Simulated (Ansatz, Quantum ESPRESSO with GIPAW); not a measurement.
# Assigning the 1H lines of LiH3O2

The values are calculated: DFT, PBEsol, plane-wave PAW (pslibrary 1.0.0 recipes), scalar-relativistic, GIPAW shieldings (Quantum ESPRESSO with GIPAW, a patched development version). Reference lines, from the same functional and files: 1H: δ = (29.71 − σ) / 1.204, zero at TMS, fitted to 11 measured values, from Ca(BH4)2, Ca(OH)2, CsH2PO4, LiBH4, LiH, MgH2, NaH, NaOH and NH4H2PO4, with a scatter of 0.61 ppm r.m.s., with σ taken with the shape term of a sphere (7.0 ppm here). Kinds of site that fitted badly were split off after the misses were seen, so the scatter is that of the points kept. Spans are on the shift scale.

```
CELL_PARAMETERS angstrom
3.68500 -4.13000 0.00000
3.68500 4.13000 0.00000
-1.10672 0.00000 2.99187
ATOMIC_POSITIONS crystal
O 0.71725 0.71725 0.61832
O 0.28275 0.28275 0.38168
O 0.20568 0.79432 0.00000
O 0.79432 0.20568 0.00000
Li 0.34459 0.65541 0.50000
Li 0.65541 0.34459 0.50000
H 0.73668 0.73668 0.32921
H 0.26332 0.26332 0.67079
H 0.24398 0.98585 0.14091
H 0.01415 0.75602 0.85909
H 0.75602 0.01415 0.85909
H 0.98585 0.24398 0.14091
```

The cell is an entry of the Crystallography Open Database; it need not be the form that is stable at ambient conditions. The coordinates shown are those after relaxation (atoms relaxed).

The H sites:

| site | atom no. | atoms in cell | site symmetry | surroundings | bonds (Å) |
| --- | --- | --- | --- | --- | --- |
| H(1) | 7 | 2 | m | bound to O, H bond to O at 2.22 Å | 0.981 |
| H(2) | 9 | 4 | 1 | bound to O, H bond to O at 1.61 Å | 1.027 |

The lines, in order of position:

| line | δ_iso (ppm) | relative area | span (ppm) | skew |
| --- | --- | --- | --- | --- |
| A | 8.33 | 2 | 29.52 | 0.90 |
| B | 0.66 | 1 | 15.25 | 0.97 |

Simulated spectrum: 1H MAS at 30 kHz, 20 T (851.5 MHz), lines broadened by 0.5 ppm; rigid lattice, with dipolar and J couplings left out. Lines over 1.5 % of the strongest (ppm: area): 43.56: 0.02, 8.33: 1.00, 0.66: 0.52, -26.90: 0.02.

Q: Assign the lines to the sites.

By the calculation: A is H(2) (bound to O, H bond to O at 1.61 Å); B is H(1) (bound to O, H bond to O at 2.22 Å). The areas settle A and B, whose multiplicities are unique. The shorter the hydrogen bond, the less shielded the proton, as is usual.

[Banner, clock, file and message-heading lines were taken out of the pw.x and gipaw.x logs.]

[Logs are printed without paths, hosts, clocks, repeated set-up lines and the standing remarks that a program may print on its own settings, such as how far it seeks lower states.]

[Hosts, paths, dates, database ids (printed as entryN), source tags and the programs' standing remarks are cut or masked in the printed files.]
